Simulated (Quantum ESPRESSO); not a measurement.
Crystal: W.

```xyz
1
Lattice="-1.5823 1.5823 1.5823 1.5823 -1.5823 1.5823 1.5823 1.5823 -1.5823" Properties=species:S:1:pos:R:3 pbc="T T T"
W     0.0000    0.0000    0.0000
```

| Property | Result |
| --- | --- |
| Program | Quantum ESPRESSO 7.5 |
| Task | phonon dispersion |
| Functional | PBE |
| Potentials or basis | GBRV 1.5 PBE |
| Cutoff | 762 eV |
| Density cutoff | 6095 eV |
| k mesh | 12 × 12 × 12 |
| Occupations | cold, width 0.2 eV |
| Spin | no spin polarisation |
| Mixing beta | 0.5 |
| Most SCF iterations | 120 |
| SCF threshold | 2e-10 Ry |
| q mesh | 3 × 3 × 3 |

The cell and the atoms were relaxed first, to 16.15 Å³/atom (a = 2.758 Å, b = 2.758 Å, c = 2.758 Å, α = 109.47°, β = 109.47°, γ = 109.47°), and the response was taken there.

What are the zero-point energy, and the vibrational entropy and heat capacity at 298.15 K?

Zero-point energy 29.0 meV/atom; entropy 4.05 k_B/atom (33.7 J/(K·mol of atoms)); Cv 2.85 k_B/atom, 95 % of the classical limit. These are harmonic values without the electrons' part.

Phonon frequencies at the corners of the path (cm⁻¹, interpolated; i marks imaginary ones):
| point | frequencies |
| --- | --- |
| Γ | 0 0 0 |
| H | 177 177 177 |
| N | 142 155 208 |
| P | 187 187 187 |

Harmonic thermodynamics per atom at this volume (zero-point energy 29.0 meV, Debye temperature from the second moment 298 K):
| T (K) | free energy (meV) | entropy (k_B) | heat capacity Cv (k_B) |
| --- | --- | --- | --- |
| 50 | 28.7 | 0.30 | 0.79 |
| 100 | 25.3 | 1.28 | 1.99 |
| 200 | 6.7 | 2.94 | 2.69 |
| 298.15 | -23.1 | 4.05 | 2.85 |
| 500 | -107.7 | 5.55 | 2.95 |
| 800 | -270.6 | 6.95 | 2.98 |

Phonon states per cell in windows of 10 cm⁻¹ (negative: imaginary):
```csv
from (cm⁻¹),total
0,0.00
10,0.00
20,0.00
30,0.01
40,0.02
50,0.02
60,0.03
70,0.04
80,0.06
90,0.07
100,0.09
110,0.12
120,0.15
130,0.21
140,0.33
150,0.42
160,0.32
170,0.20
180,0.12
190,0.25
200,0.49
210,0.03
```

Caveat: the q mesh is small, so phonon branches between its points and thermal values are rough.
